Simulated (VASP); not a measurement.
# NaF (P1) in VASP: single point with r2SCAN

Aim: the single point of NaF with r2SCAN.

Everything below comes from runs of VASP 6.6.1. Logs are shortened: lines on timing, memory, paths and dates and some standing lists are left out, and cuts for length are marked.

### Step 1. The structure

The typed cell holds 4 atoms: a = 3.274 Å, b = 3.209 Å, c = 4.651 Å, α = 89.89°, β = 91.22°, γ = 90.94°.

The cell was built by a generator and needn't be a form met in nature.

### Step 2. Single point, r2SCAN

Contents of POSCAR:

```
NaF
1.0
   -2.3338891200     -0.0349781700      2.2964137100
    2.2877257200      0.0028597800      2.2502503100
    0.0378389300      4.6504141100     -0.0321183900
Na F
2 2
Direct
    0.9932450000      0.9878340000      0.9916190000
    0.4930360000      0.5132120000      0.5079280000
    0.0113580000      0.9935760000      0.5100100000
    0.5057400000      0.5009730000      0.0064470000
```

Contents of INCAR.step1:

```
SYSTEM = NaF
  ALGO = Normal
  EDIFF = 1E-4
  ENCUT = 520
  GGA = PE
  ISMEAR = -1
  LASPH = .TRUE.
  LCHARG = .FALSE.
  LREAL = .FALSE.
  LWAVE = .TRUE.
  NBANDS = 22
  NELM = 80
  PREC = Accurate
  SIGMA = 0.1
```

Contents of INCAR.step2:

```
SYSTEM = NaF
  ALGO = Normal
  EDIFF = 1E-6
  ENCUT = 520
  ISIF = 2
  ISMEAR = -1
  ISTART = 1
  LASPH = .TRUE.
  LCHARG = .FALSE.
  LMIXTAU = .TRUE.
  LREAL = .FALSE.
  LWAVE = .FALSE.
  METAGGA = R2SCAN
  NBANDS = 22
  NELM = 80
  PREC = Accurate
  SIGMA = 0.1
```

Contents of KPOINTS:

```
Automatic mesh
0
Gamma
  6 6 4
  0 0 0.5
```

Potentials or basis: VASP PAW PBE potentials, release 64 (Na_pv, F).

Run with:

```console
$ cat potpaw_PBE.64/Na_pv/POTCAR potpaw_PBE.64/F/POTCAR > POTCAR
$ cp INCAR.step1 INCAR
$ mpirun -np 1 vasp_std > vasp.out
$ cp INCAR.step2 INCAR
$ mpirun -np 1 vasp_std > vasp.out
```

OUTCAR:

```text
SYSTEM = NaF
   EDIFF = 1E-6
   ENCUT = 520
   ISIF = 2
   ISMEAR = -1
   ISTART = 1
   LASPH = .TRUE.
   LREAL = .FALSE.
   METAGGA = R2SCAN
   NELM = 80
   PREC = Accurate

 ion  position               nearest neighbor table
   1  0.993  0.988  0.992-   4 2.22   3 2.24   4 2.31   4 2.31   4 2.33
   2  0.493  0.513  0.508-   3 2.22   3 2.27   3 2.28   4 2.32   4 2.33
   3  0.011  0.994  0.510-   2 2.22   1 2.24   2 2.27   2 2.28
   4  0.506  0.501  0.006-   1 2.22   1 2.31   1 2.31   2 2.32   1 2.33   2 2.33

  LATTYP: Found a triclinic cell.
 ALAT       =     4.6220002704
 B/A-ratio  =     0.7084405886
 C/A-ratio  =     1.7132890611
 COS(alpha) =     0.0007348048
 COS(beta)  =     0.5624497451
 COS(gamma) =     0.7197983737

  Lattice vectors:

 A1 = (  -4.6216148400,  -0.0378379500,   0.0461634000)
 A2 = (  -2.3338891200,  -0.0349781700,   2.2964137100)
 A3 = (  -4.5376125100,   4.6446945500,  -4.5326190100)

Analysis of symmetry for initial positions (statically):
=====================================================================
 Subroutine PRICEL returns:
 Original cell was already a primitive cell.

 Routine SETGRP: Setting up the symmetry group for a
 triclinic supercell.

 Subroutine GETGRP returns: Found  1 space group operations
 (whereof  1 operations were pure point group operations)
 out of a pool of  2 trial point group operations.

The static configuration has the point symmetry C_1 .

Analysis of symmetry for dynamics (positions and initial velocities):
=====================================================================
 Subroutine PRICEL returns:
 Original cell was already a primitive cell.

 Routine SETGRP: Setting up the symmetry group for a
 triclinic supercell.

 Subroutine GETGRP returns: Found  1 space group operations
 (whereof  1 operations were pure point group operations)
 out of a pool of  2 trial point group operations.

The dynamic configuration has the point symmetry C_1 .

 Subroutine INISYM returns: Found  1 space group operations
 (whereof  1 operations are pure point group operations),
 and found     1 'primitive' translations

----------------------------------------------------------------------------------------

                                     Primitive cell

  volume of cell :      48.8489

  direct lattice vectors                    reciprocal lattice vectors
    -2.333889120 -0.034978170  2.296413710    -0.214225765  0.003247263  0.217789329
     2.287725720  0.002859780  2.250250310     0.218595643 -0.000244286  0.222159207
     0.037838930  4.650414110 -0.032118390    -0.001745729  0.215059188  0.001501489

  length of vectors
     3.274412592  3.208944313  4.650678958     0.305508453  0.311671025  0.215071514

  position of ions in fractional coordinates (direct lattice)
     0.993245000  0.987834000  0.991619000
     0.493036000  0.513212000  0.507928000
     0.011358000  0.993576000  0.510010000
     0.505740000  0.500973000  0.006447000

  ion indices of the primitive-cell ions
   primitive index   ion index
                 1           1
                 2           2
                 3           3
                 4           4

----------------------------------------------------------------------------------------

 KPOINTS: Automatic mesh

Automatic generation of k-mesh.
 Grid dimensions read from file:
 generate k-points for:    6    6    4

 Generating k-lattice:

  Cartesian coordinates                     Fractional coordinates (reciprocal lattice)
    -0.035704294  0.000541210  0.036298222     0.166666667  0.000000000  0.000000000
     0.036432607 -0.000040714  0.037026534    -0.000000000  0.166666667  0.000000000
    -0.000436432  0.053764797  0.000375372    -0.000000000  0.000000000  0.250000000

  Length of vectors
     0.050918076  0.051945171  0.053767879

  Shift w.r.t. Gamma in fractional coordinates (k-lattice)
     0.000000000  0.000000000  0.500000000

 Subroutine IBZKPT returns following result:
 ===========================================

 Found     72 irreducible k-points:

 Following reciprocal coordinates:
            Coordinates               Weight
  0.000000 -0.000000  0.125000      2.000000
  0.166667 -0.000000  0.125000      2.000000
  0.333333 -0.000000  0.125000      2.000000
  0.500000 -0.000000  0.125000      2.000000
 -0.333333  0.000000  0.125000      2.000000
 -0.166667  0.000000  0.125000      2.000000
[... 16 lines left out ...]
 -0.333333  0.500000  0.125000      2.000000
 -0.166667  0.500000  0.125000      2.000000
 [... further k-points ...]
   k-points           NKPTS =     72   k-points in BZ     NKDIM =     72   number of bands    NBANDS=     22
   number of dos      NEDOS =    301   number of ions     NIONS =      4
   total plane-waves  NPLWV =  20736
   dimension x,y,z NGX =    24 NGY =   24 NGZ =   36
   dimension x,y,z NGXF=    48 NGYF=   48 NGZF=   72
   ions per type =               2   2
   NGX,Y,Z   is equivalent  to a cutoff of  12.19, 12.43, 12.87 a.u.
   NGXF,Y,Z  is equivalent  to a cutoff of  24.37, 24.87, 25.74 a.u.
 SYSTEM =  NaF
   PREC   = accura    normal or accurate (medium, high low for compatibility)
   ISTART =      1    job   : 0-new  1-cont  2-samecut
   ICHARG =      0    charge: 1-file 2-atom 10-const
   ISPIN  =      1    spin polarized calculation?
   LNONCOLLINEAR =      F non collinear calculations
   LSORBIT =      F    spin-orbit coupling
   LASPH  =      T    aspherical Exc in radial PAW
   ENCUT  =  520.0 eV  38.22 Ry    6.18 a.u.   6.09  5.97  8.65*2*pi/ulx,y,z
   NELM   =     80;   NELMIN=  2; NELMDL=  0     # of ELM steps
   EDIFF  = 0.1E-05   stopping-criterion for ELM
   LREAL  =      F    real-space projection
   EDIFFG = 0.1E-04   stopping-criterion for IOM
   NSW    =      0    number of steps for IOM
   IBRION =     -1    ionic relax: 0-MD 1-quasi-New 2-CG
   NFREE  =      0    steps in history (QN), initial steepest desc. (CG)
   ISIF   =      2    stress and relaxation
   ISYM   =      2    0-nonsym 1-usesym 2-fastsym
   POTIM  = 0.5000    time-step for ionic-motion
   TEBEG  =    0.0;   TEEND  =   0.0 temperature during run
   PSTRESS=    0.0 pullay stress
   NELECT =      28.0000    total number of electrons
   NUPDOWN=      -1.0000    fix difference up-down
   EMIN   =  10.00;   EMAX   =-10.00  energy-range for DOS
   EFERMI =   0.00;   METHOD = LEGACY
   ISMEAR =    -1;   SIGMA  =   0.10  broadening in eV -4-tet -1-fermi 0-gaus
   EFERMI_NEDOS =   21; number of points for ismear=-14 and -15
   IALGO  =     38    algorithm
   IMIX   =      4    mixing-type and parameters
     AMIX     =   0.40;   BMIX     =  1.00
     AMIX_MAG =   1.60;   BMIX_MAG =  1.00
  volume/ion in A,a.u.               =      12.21        82.41
  Fermi-wavevector in a.u.,A,eV,Ry     =   1.359907  2.569852 25.161907  1.849348
  Thomas-Fermi vector in A             =   2.486615
   LORBIT       =      0    0 simple, 1 ext, 2 COOP (PROOUT), +10 PAW based schemes
   METAGGA = R2SCAN    functional components
   LHFCALC =     F    Hartree Fock is set to
   AEXX    =    0.0000 exact exchange contribution
   IVDW    =     0    specifies the selected vdW correction
   LEPSILON=     F    determine dielectric tensor
   LRPA    =     F    only Hartree local field effects (RPA)
 non-spin polarized calculation
  energy-cutoff  :      520.00
  volume of cell :       48.85
 maximum number of plane-waves:      1332
   NGX = 13   NGY = 11   NGZ = 17

 number of electron      27.9999993 magnetization

 Free energy of the ion-electron system (eV)
  ---------------------------------------------------
  ext. energy  EPLUGINS =         0.00000000
  ---------------------------------------------------
  free energy    TOTEN  =       -25.16957772 eV

  energy without entropy =      -25.16957772  energy(sigma->0) =      -25.16957772

 E-fermi :  -0.3684     XC(G=0):  -9.8687

 val. band max:       -2.6363111783   @ k =   0.0000  -0.0000   0.1250
 cond. band min:       4.8113555869   @ k =   0.0000  -0.0000   0.1250
 fundamental gap:      7.4476667652
 Fermi energy:        -0.3684061385

 k-point     1 :       0.0000   -0.0000    0.1250
  band No.  band energies     occupation
      1     -23.0123      2.00000
      2     -22.8232      2.00000
      3     -22.1772      2.00000
      4     -22.1341      2.00000
      5     -22.1207      2.00000
      6     -22.0883      2.00000
[... 14 lines left out ...]
     21      17.6591      0.00000
     22      18.5239      0.00000

 k-point     2 :       0.1667   -0.0000    0.1250
  band No.  band energies     occupation
      1     -23.1006      2.00000
      2     -22.9604      2.00000
      3     -22.1982      2.00000
      4     -22.1285      2.00000
      5     -22.0939      2.00000
      6     -22.0913      2.00000
[... 14 lines left out ...]
     21      18.0259      0.00000
     22      18.0610      0.00000

 k-point     3 :       0.3333   -0.0000    0.1250
  band No.  band energies     occupation
      1     -23.2348      2.00000
      2     -23.1663      2.00000
      3     -22.1761      2.00000
      4     -22.1139      2.00000
      5     -22.1119      2.00000
      6     -22.0919      2.00000
[... 14 lines left out ...]
     21      18.5743      0.00000
     22      19.0769      0.00000

 k-point     4 :       0.5000   -0.0000    0.1250
  band No.  band energies     occupation
      1     -23.2845      2.00000
      2     -23.2571      2.00000
      3     -22.1447      2.00000
      4     -22.1393      2.00000
      5     -22.1019      2.00000
      6     -22.0963      2.00000
[... 14 lines left out ...]
     21      19.5749      0.00000
     22      19.7875      0.00000

 k-point     5 :      -0.3333    0.0000    0.1250
  band No.  band energies     occupation
      1     -23.2448      2.00000
      2     -23.1565      2.00000
      3     -22.1737      2.00000
      4     -22.1152      2.00000
      5     -22.1121      2.00000
      6     -22.0906      2.00000
[... 417 lines left out ...]
 k-point    22 :       0.5000    0.5000    0.1250
  band No.  band energies     occupation
      1     -22.8259      2.00000
      2     -22.7824      2.00000
      3     -22.2217      2.00000
      4     -22.2189      2.00000
      5     -22.1458      2.00000
      6     -22.1418      2.00000
[... 14 lines left out ...]
     21      18.0256      0.00000
     22      18.1533      0.00000

 k-point    23 :      -0.3333    0.5000    0.1250
  band No.  band energies     occupation
      1     -22.9747      2.00000
      2     -22.9422      2.00000
      3     -22.1893      2.00000
      4     -22.1608      2.00000
      5     -22.1367      2.00000
      6     -22.1310      2.00000
[... 14 lines left out ...]
     21      18.0550      0.00000
     22      18.4103      0.00000

 k-point    24 :      -0.1667    0.5000    0.1250
  band No.  band energies     occupation
      1     -23.1830      2.00000
      2     -23.1577      2.00000
      3     -22.1543      2.00000
      4     -22.1366      2.00000
      5     -22.1188      2.00000
      6     -22.1083      2.00000
[... 14 lines left out ...]
     21      17.7309      0.00000
     22      17.9007      0.00000

 [... further k-points ...]
[... 5 lines left out ...]
  --------------------------------------------------------------------------------------
  -------------------------------------------------------------------------------------
  Total       -0.2573854     -0.4143794      0.1641528     -0.1320078      0.1220749      0.1933314
  in kB       -8.4418939    -13.5910861      5.3839911     -4.3296779      4.0038931      6.3410100
  external PRESSURE =      -5.5496630 kB  Pullay stress =       0.0000000 kB

 VOLUME and BASIS-vectors are now :
 -----------------------------------------------------------------------------
  energy-cutoff  :      520.00
  volume of cell :       48.85
      direct lattice vectors                 reciprocal lattice vectors
    -2.333889120 -0.034978170  2.296413710    -0.214225765  0.003247263  0.217789329
     2.287725720  0.002859780  2.250250310     0.218595643 -0.000244286  0.222159207
     0.037838930  4.650414110 -0.032118390    -0.001745729  0.215059188  0.001501489

 POSITION                                       TOTAL-FORCE (eV/Angst)
 -----------------------------------------------------------------------------------
     -0.02071      4.57952      4.47193         0.022205      0.306977      0.209907
      0.04262      2.34630      2.27076        -0.244732     -0.118037     -0.037836
      2.26582      2.37420      2.24550         0.220041     -0.143564     -0.006433
     -0.03401      0.01372      2.28850         0.002485     -0.045375     -0.165637
 -----------------------------------------------------------------------------------
    total drift:                               -0.014063      0.044263     -0.023471

  FREE ENERGIE OF THE ION-ELECTRON SYSTEM (eV)
  ---------------------------------------------------
  free  energy   TOTEN  =       -25.1695777169 eV

  energy  without entropy=      -25.1695777167  energy(sigma->0) =      -25.16957772
```

Wall time 2.4 min (1 thread of Intel Xeon Platinum 8559C (Emerald Rapids), shared host); peak memory 0.18 GiB.

What came out:

```
Free energy            : -25.1696 eV
Pressure               : -0.6 GPa
Largest force          : 0.373 eV/Å
Band gap on the k mesh : 7.45 eV
```

Forces on the atoms (eV/Å):
```
Na   0.022  0.307  0.210
Na  -0.245 -0.118 -0.038
F    0.220 -0.144 -0.006
F    0.002 -0.045 -0.166
```

Levels at points of the mesh, in eV from the valence-band top:
| k point | band 12 | band 13 | band 14 | band 15 | band 16 | band 17 |
| --- | --- | --- | --- | --- | --- | --- |
| (0.00, 0.00, 0.12) | -0.12 | -0.05 | 0.00 | 7.45 | 13.14 | 14.19 |

Caveat: the PAW data sets were made with another functional, which shifts forces and pressure a little.
